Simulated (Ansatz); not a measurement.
# SnO2 (Cassiterite) (P4_2/mnm) in Ansatz: a series of runs

The runs below take SnO2 (Cassiterite) through relaxation of cell and atoms, single point, with revPBE+D3(BJ), revPBE+D4, revPBE, PBE.

Everything below comes from runs of Ansatz 0.2.0. Logs are shortened: lines on timing, memory, paths and dates and some standing lists are left out, and cuts for length are marked.

**1. Starting point**

The structure is tetragonal, space group P4_2/mnm (No. 136). Conventional cell: a = 4.738 Å, b = 4.738 Å, c = 3.187 Å, α = 90.00°, β = 90.00°, γ = 90.00°. Sn (site symmetry mmm) has 6 O at 2.05 to 2.06 Å as nearest neighbours. Around O (site symmetry m2m) lie 3 Sn at 2.05 to 2.06 Å.

**2. Relaxation of cell and atoms, revPBE+D3(BJ)**

The input, input.yaml:

```yaml
crystal:
  lattice:
    - [4.738, 0.0, 0.0]
    - [0.0, 4.738, 0.0]
    - [0.0, 0.0, 3.1865]
  atoms:
    - { symbol: Sn, position: [0.5, 0.5, 0.5] }
    - { symbol: Sn, position: [0.0, 0.0, 0.0] }
    - { symbol: O, position: [0.8071, 0.1929, 0.5] }
    - { symbol: O, position: [0.6929, 0.6929, 0.0] }
    - { symbol: O, position: [0.1929, 0.8071, 0.5] }
    - { symbol: O, position: [0.3071, 0.3071, 0.0] }
hamiltonian:
  xc: revpbe
  pseudopotentials: { kind: paw }
  dispersion: d3bj
kpoints:
  mp_grid: { grid: [6, 6, 8] }
scf:
  occupations: { method: fermi_dirac, width: 0.05 }
output:
  forces: true
  stress: true
relax:
  f_tol: 0.01
  max_steps: 40
  cell: { stress_tol: 0.05 }
```

Potentials or basis: Ansatz PAW.

Command:

```console
$ ansatz run input.yaml --threads 2 --pin off --max-ram 5632MiB --backend cpu --events-out ev --progress --plain --runs-dir out
```

Log:

```text
Warning: RAYON_NUM_THREADS=2 ignored (pool sized by the plan → 2); use --threads N
Engine: ansatz 0.2.0, x86_64-unknown-linux-gnu
Pseudopotentials: kind: paw
Pseudopotential: Sn, paw, valence charge 14, recommended cutoff 420 eV (normal), Sn.paw.azcp
Pseudopotential: O, paw, valence charge 6, recommended cutoff 420 eV (normal), O.paw.azcp
Functional definition: revPBE
  parameter kappa = 1.245
  parameter beta = 0.06672455060314922
  exchange = pbe_x(kappa = kappa, mu = beta*pi^2/3)
  correlation = pbe_c(beta = beta)
Crystal: 6 atoms, lattice volume = 71.533 Å³
Basis set: ecut = 420 eV, 1411 PW (Γ), exchange–correlation on 64×64×48 points (8 copies of the dense FFT grid, shifted against one another)
Bands: 32, of which v1, the nominal top of the filled ones, is band 26 counted from 1 (25 counted from 0)
Symmetry: 16 space group operations
Space group: P42/mnm (ITA 136), of the structure as read, at distance tolerance 4.2e-5 Å
k-points: 50 of 288
Non-local potential: Sn, projectors of the file, l = 0: 2, l = 1: 2, l = 2: 2, l = 3: 2
Non-local potential: O, projectors of the file, l = 0: 2, l = 1: 2, l = 2: 1
PAW form: soft (Blöchl's): semilocal exchange-correlation on the pseudo side does not see the compensation charge
PAW frozen core: Sn, regenerated for the run's functional, and the local potential with it (the file was generated under x = pbe(κ = 0.804, μ = 0.2195149727645171), c = pbe(β = 0.06672455060314922))
PAW frozen core: O, regenerated for the run's functional, and the local potential with it (the file was generated under x = pbe(κ = 0.804, μ = 0.2195149727645171), c = pbe(β = 0.06672455060314922))
PAW one-centre angular grid: Sn, 590 points (default); XC on 64 Gauss nodes
PAW one-centre angular grid: O, 110 points (default); XC on 64 Gauss nodes
Initial density: superposition of atomic densities (neutral atoms: chi_scale 0, normalization atom), corrected by the library's trained network
Initial wavefunctions: pseudopotential atomic-orbital guess
Functional: x = revpbe(κ = 1.245, μ = 0.2195149727645171), c = pbe(β = 0.06672455060314922)
SCF iter   1: F=—  HF=-14337.490831 eV  |F-HF|=—  |Δ(HF+E_count)|=         —  Δρ=3.20e-3  dr2=5.02e-3  ethr=1.77e-3  ⟨swp⟩=6.0  Hψ=7034  notcnv=0  defer=7
preconditioner: auto → Resta (q_TF=auto, 2.587 Å⁻¹)  ε∞=3.5  [insulator: Δε(μ)=1.366 eV  Ē_g=19.877 eV  σ=0.050 eV  W_gap=1.00  n_scr=18 (ndim 8)  ℏωp=31.7 eV  f_vac=0.027  D(μ)=0.00/eV (n_scr^D=0)  ε∞_Penn≈3.5]
SCF iter   2: F=—  HF=-14337.491583 eV  |F-HF|=—  |Δ(HF+E_count)|=   7.51e-4  Δρ=1.47e-3  dr2=7.34e-4  ethr=9.66e-6  ⟨swp⟩=2.2  Hψ=3214  notcnv=0  defer=13
SCF iter   3: F=—  HF=-14337.491886 eV  |F-HF|=—  |Δ(HF+E_count)|=   3.04e-4  Δρ=4.43e-4  dr2=1.15e-4  ethr=1.41e-6  ⟨swp⟩=2.1  Hψ=2587  notcnv=0  defer=13
SCF iter   4: F=—  HF=-14337.491934 eV  |F-HF|=—  |Δ(HF+E_count)|=   4.77e-5  Δρ=1.09e-4  dr2=7.10e-6  ethr=2.22e-7  ⟨swp⟩=2.0  Hψ=2086  notcnv=0  defer=13
SCF iter   5: F=—  HF=-14337.491875 eV  |F-HF|=—  |Δ(HF+E_count)|=   5.89e-5  Δρ=3.94e-5  dr2=1.24e-6  ethr=1.37e-8  ⟨swp⟩=2.0  Hψ=2132  notcnv=0  defer=13
SCF iter   6: F=-14337.491878 eV  HF=-14337.491878 eV  |F-HF|=2.76e-8  |Δ(HF+E_count)|=   2.32e-6  Δρ=7.02e-6  dr2=2.66e-8  ethr=1.92e-10  ⟨swp⟩=4.0  Hψ=6973  notcnv=0
SCF 1 converged in 6 iterations: F = -14337.491878 eV  dr2 = 2.66e-8
relax step   1: F+E_penalty+E_count = -14337.49187755 eV  Δ(F+E_penalty+E_count) = +0.000e0 eV  max|allowed force component| = 2.221e-1 eV/Å  Δτ_max = 0.0000 Å  P = +8.040 GPa  Ω = 71.533 Å³  (6 SCF iters, dr2 threshold 1.00e-7 eV, accepted)
Crystal: 6 atoms, lattice volume = 74.084 Å³
Basis set: ecut = 420 eV, 1439 PW (Γ), exchange–correlation on 64×64×48 points (8 copies of the dense FFT grid, shifted against one another)
Initial density: handed on by an earlier stage of this run
Initial wavefunctions: those handed on with the density
iter 1 solved again at ethr=5.69e-5 eV; its pass at ethr=3.10e-3 eV (dr2=2.96e-2 eV) is discarded
SCF iter   1: F=—  HF=-14337.555214 eV  |F-HF|=—  |Δ(HF+E_count)|=         —  Δρ=6.91e-3  dr2=2.88e-2  ethr=5.69e-5  ⟨swp⟩=1.2  Hψ=8180  notcnv=0
preconditioner: auto → Resta (q_TF=auto, 2.572 Å⁻¹)  ε∞=3.5  [insulator: Δε(μ)=0.915 eV  Ē_g=19.509 eV  σ=0.050 eV  W_gap=1.00  n_scr=18 (ndim 8)  ℏωp=31.1 eV  f_vac=0.044  D(μ)=0.00/eV (n_scr^D=0)  ε∞_Penn≈3.5]
SCF iter   2: F=—  HF=-14337.547461 eV  |F-HF|=—  |Δ(HF+E_count)|=   7.75e-3  Δρ=2.06e-3  dr2=2.66e-3  ethr=5.55e-5  ⟨swp⟩=2.0  Hψ=2476  notcnv=0
SCF iter   3: F=—  HF=-14337.547269 eV  |F-HF|=—  |Δ(HF+E_count)|=   1.91e-4  Δρ=9.77e-4  dr2=7.70e-4  ethr=5.11e-6  ⟨swp⟩=2.0  Hψ=2567  notcnv=0
[... 46 lines left out ...]
relax step   6: F+E_penalty+E_count = -14337.56303739 eV  Δ(F+E_penalty+E_count) = -1.469e-2 eV  max|allowed force component| = 1.343e-4 eV/Å  Δτ_max = 0.0000 Å  P = +0.292 GPa  Ω = 74.126 Å³  stress off target by 2.97e-1 GPa  SCF on the basis re-selected at this cell (its energy is not comparable with the rows above)  (6 SCF iters)
basis re-selected at this cell: Δ(F+E_penalty+E_count) = -1.469e-2 eV, ΔP = +0.292 GPa vs the last step (what re-selecting the basis moved, of the pressure what is left beyond the Pulay correction that the steps carried, after the strain that the cell walked since its last selection, with what the two solves' SCF thresholds leave and, on support functions, any second-order correction that the steps lacked; it is no measure of the basis error at this ecutwfc). The dense FFT grid was sized anew with the basis: this SCF ran on 36×36×24 points, the steps before it on 32×32×24, so part of this shift can come from that change (see relax.cell in the input reference). This SCF's stress stands 2.97e-1 GPa from its target on what of the cell is left free (relax.cell.stress_tol is 5.00e-2 GPa) and its largest allowed force component is 1.34e-4 eV/Å (relax.f_tol is 1.00e-2 eV/Å): not within both, so this SCF does not close the relaxation
Crystal: 6 atoms, lattice volume = 74.243 Å³
iter 1 solved again at ethr=8.97e-8 eV; its pass at ethr=3.10e-3 eV (dr2=4.66e-5 eV) is discarded
SCF iter   1: F=—  HF=-14337.562635 eV  |F-HF|=—  |Δ(HF+E_count)|=         —  Δρ=2.77e-4  dr2=4.65e-5  ethr=8.97e-8  ⟨swp⟩=2.0  Hψ=7767  notcnv=0
preconditioner: auto → Resta (q_TF=auto, 2.571 Å⁻¹)  ε∞=3.5  [insulator: Δε(μ)=0.891 eV  Ē_g=19.501 eV  σ=0.050 eV  W_gap=1.00  n_scr=18 (ndim 8)  ℏωp=31.1 eV  f_vac=0.035  D(μ)=0.00/eV (n_scr^D=0)  ε∞_Penn≈3.5]
SCF iter   2: F=—  HF=-14337.562598 eV  |F-HF|=—  |Δ(HF+E_count)|=   3.70e-5  Δρ=8.38e-5  dr2=4.12e-6  ethr=8.95e-8  ⟨swp⟩=2.0  Hψ=2180  notcnv=0
SCF iter   3: F=—  HF=-14337.562598 eV  |F-HF|=—  |Δ(HF+E_count)|=   5.32e-8  Δρ=4.00e-5  dr2=1.14e-6  ethr=7.93e-9  ⟨swp⟩=2.6  Hψ=2540  notcnv=0
SCF iter   4: F=-14337.562598 eV  HF=-14337.562598 eV  |F-HF|=5.72e-8  |Δ(HF+E_count)|=   3.20e-7  Δρ=8.34e-6  dr2=7.01e-8  ethr=4.23e-10  ⟨swp⟩=3.0  Hψ=5871  notcnv=0
SCF 7 converged in 4 iterations: F = -14337.562598 eV  dr2 = 7.01e-8
relax step   7: F+E_penalty+E_count = -14337.56259839 eV  Δ(F+E_penalty+E_count) = +4.390e-4 eV  max|allowed force component| = 2.153e-4 eV/Å  Δτ_max = 0.0002 Å  P = +0.008 GPa  Ω = 74.243 Å³  energy of the carried Pulay correction = -5.492e-4 eV  (4 SCF iters, dr2 threshold 2.20e-7 eV, accepted)
iter 1 solved again at ethr=1.96e-8 eV; its pass at ethr=3.10e-3 eV (dr2=1.02e-5 eV) is discarded
SCF iter   1: F=—  HF=-14337.562950 eV  |F-HF|=—  |Δ(HF+E_count)|=         —  Δρ=1.22e-5  dr2=7.64e-8  ethr=1.96e-8  ⟨swp⟩=3.7  Hψ=11765  notcnv=0
preconditioner: auto → Resta (q_TF=auto, 2.571 Å⁻¹)  ε∞=3.5  [insulator: Δε(μ)=0.892 eV  Ē_g=19.502 eV  σ=0.050 eV  W_gap=1.00  n_scr=18 (ndim 8)  ℏωp=31.1 eV  f_vac=0.035  D(μ)=0.00/eV (n_scr^D=0)  ε∞_Penn≈3.5]
SCF iter   2: F=—  HF=-14337.562927 eV  |F-HF|=—  |Δ(HF+E_count)|=   2.30e-5  Δρ=6.83e-6  dr2=3.47e-8  ethr=1.47e-10  ⟨swp⟩=2.5  Hψ=2842  notcnv=0
SCF iter   3: F=—  HF=-14337.562927 eV  |F-HF|=—  |Δ(HF+E_count)|=   4.19e-8  Δρ=2.84e-6  dr2=4.59e-9  ethr=6.68e-11  ⟨swp⟩=2.0  Hψ=2382  notcnv=0
SCF iter   4: F=—  HF=-14337.562927 eV  |F-HF|=—  |Δ(HF+E_count)|=   3.35e-9  Δρ=7.40e-7  dr2=2.67e-10  ethr=8.82e-12  ⟨swp⟩=2.6  Hψ=2647  notcnv=0
SCF iter   5: F=-14337.562927 eV  HF=-14337.562927 eV  |F-HF|=5.46e-11  |Δ(HF+E_count)|=  5.13e-10  Δρ=2.00e-7  dr2=1.76e-11  ethr=1.00e-12  ⟨swp⟩=5.1  Hψ=5865  notcnv=0
SCF 8 converged in 5 iterations: F = -14337.562927 eV  dr2 = 1.76e-11
relax step   8: F+E_penalty+E_count = -14337.56292712 eV  Δ(F+E_penalty+E_count) = -3.287e-4 eV  max|allowed force component| = 2.875e-4 eV/Å  Δτ_max = 0.0000 Å  P = +0.013 GPa  Ω = 74.243 Å³  stress off target by 1.59e-2 GPa  SCF on the basis re-selected at this cell (its energy is not comparable with the rows above)  (5 SCF iters)
basis re-selected at this cell: Δ(F+E_penalty+E_count) = -3.287e-4 eV, ΔP = +0.005 GPa vs the last step (what re-selecting the basis moved, of the pressure what is left beyond the Pulay correction that the steps carried, after the strain that the cell walked since its last selection, with what the two solves' SCF thresholds leave and, on support functions, any second-order correction that the steps lacked; it is no measure of the basis error at this ecutwfc). This SCF's stress stands 1.59e-2 GPa from its target on what of the cell is left free (relax.cell.stress_tol is 5.00e-2 GPa) and its largest allowed force component is 2.88e-4 eV/Å (relax.f_tol is 1.00e-2 eV/Å): within both
SCF converged after 5 iterations
Free energy (F): -14337.562927 eV
Harris-Foulkes:  -14337.562927 eV  (|F-HF|=5.46e-11)
Internal energy: -14337.562926 eV  (E = F + TS)
E sigma→0 (E₀):  -14337.562926 eV
Entropy (-TS):   -0.000001 eV (-0.000 meV/atom)
Fermi energy:    9.547758 eV
--- Per-component energies (eV) ---
  E_band       = -137.756148
  E_kinetic    = 1081.065411
  E_local      = -2925.710520  (includes V_loc(G=0)·N_el)
  E_nonlocal   = 130.638825
  E_hartree    = 1513.527795
  E_xc         = -1055.779027
  E_vxc        = -561.959852  (∫ρ·V_xc dr)
  E_paw        = -8944.777746  (= ΣΔE_a)
  E_vpaw       = -888.855468  (= ΣTr[D̂ρ^β])
  E_aug_tail   = 0.009878  (compensation charges beyond the density's cutoff)
  E_ewald      = -4134.022594
  E_disp       = -2.491090  (pairwise vdW)
  E_core_change = -0.023859  (= ΣΔE_core)
  E_smearing   = -0.000001  (= −TS)
  E_closure    = -0.000000  (closes the sum)
  Σ components = -14337.562927   (vs F -14337.562927, Δ=0.00e0)
--- Forces (eV/Å), atoms counted from 1 ---
  atom   1  Sn    -0.00000000     0.00000000     0.00000000
  atom   2  Sn    -0.00000000    -0.00000000    -0.00000000
  atom   3  O      0.00028751    -0.00028751     0.00000000
  atom   4  O     -0.00028751    -0.00028751     0.00000000
  atom   5  O     -0.00028751     0.00028751    -0.00000000
  atom   6  O      0.00028751     0.00028751    -0.00000000
  max |Σ_I F_I| component: 1.73e-18 eV/Å
--- Stress (GPa, compression-positive) ---
        0.015922      -0.000000       0.000000
       -0.000000       0.015922       0.000000
        0.000000       0.000000       0.006835
  P = ⅓ Tr σ = 0.0129 GPa (0.129 kbar)
--- Relaxed structure (6 steps of the walk, 6 accepted, 2 SCFs on fresh bases) ---
  F+E_penalty+E_count = -14337.56292712 eV   max|allowed force component| = 2.875e-4 eV/Å   (the final SCF, on the basis selected at the relaxed cell)
  cell:  # Å, volume = 74.2427 Å³
    - [4.793006199942216, 1.3463985126068349e-33, -3.2972938657855106e-34]
    - [1.4563085952686172e-33, 4.793006199942216, -4.396403306471297e-34]
    - [-5.174329741223207e-34, -2.956762164641365e-34, 3.231748163765845]
  atoms:
    - { symbol: Sn, position: [0.5, 0.5, 0.49999999999999994] }
    - { symbol: Sn, position: [6.102165034391437e-20, -4.576623775793604e-20, -1.016795409566262e-34] }
    - { symbol: O, position: [0.8060215481380764, 0.1939784518619236, 0.49999999999999994] }
    - { symbol: O, position: [0.6939784518619236, 0.6939784518619236, 2.392474563903402e-34] }
    - { symbol: O, position: [0.1939784518619236, 0.8060215481380764, 0.49999999999999994] }
    - { symbol: O, position: [0.3060215481380764, 0.3060215481380764, 1.1836681508984949e-34] }
```

Run time: 51 s. Hardware: 2 threads of Intel Xeon at 2.50GHz (Skylake/Cascade Lake), shared host; peak memory 0.44 GiB.

Results:

```yaml
Free_energy: -14337.5629 eV
Relaxed_volume: 12.37 Å³/atom
Relaxed_cell: a = 4.793 Å, b = 4.793 Å, c = 3.232 Å, α = 90.00°, β = 90.00°, γ = 90.00°
Space_group_after_relaxing_to_0.05_Å: P4_2/mnm (No. 136)
Energy_gained_by_relaxing: 11.8 meV/atom
Ionic_steps: 8
Pressure_after_relaxing: 0.0 GPa
Band_gap_on_the_k_mesh: 0.89 eV
```

The path:
```
step  energy change (eV)  largest force (eV/Å)  volume (Å³)
   1              0.0000                0.3141        71.53
   2             -0.0555                0.0219        74.08
   3             -0.0558                0.0625        74.18
   4             -0.0565                0.0066        74.11
   5             -0.0565                0.0001        74.13
   6             -0.0712                0.0002        74.13
   7             -0.0707                0.0003        74.24
   8             -0.0710                0.0004        74.24
```

Final structure:
```
Sn O
1.0
     4.79301    0.00000    0.00000
     0.00000    4.79301    0.00000
     0.00000    0.00000    3.23175
Sn O
2 4
Direct
  0.50000 0.50000 0.50000
  0.00000 0.00000 0.00000
  0.80602 0.19398 0.50000
  0.69398 0.69398 0.00000
  0.19398 0.80602 0.50000
  0.30602 0.30602 0.00000
```

Caveat: the plane-wave basis is chosen anew once the cell has moved, so the energies of steps on either side of that aren't comparable; the pressure holds a Pulay correction of +0.8 GPa for the finite cutoff; spin-orbit coupling is left out, which moves the levels of the heavy elements; the PAW data sets come from PBE, with cores solved anew for the run's functional, which leaves a small shift of forces and pressure.

(Continued in part 2 of 3.)
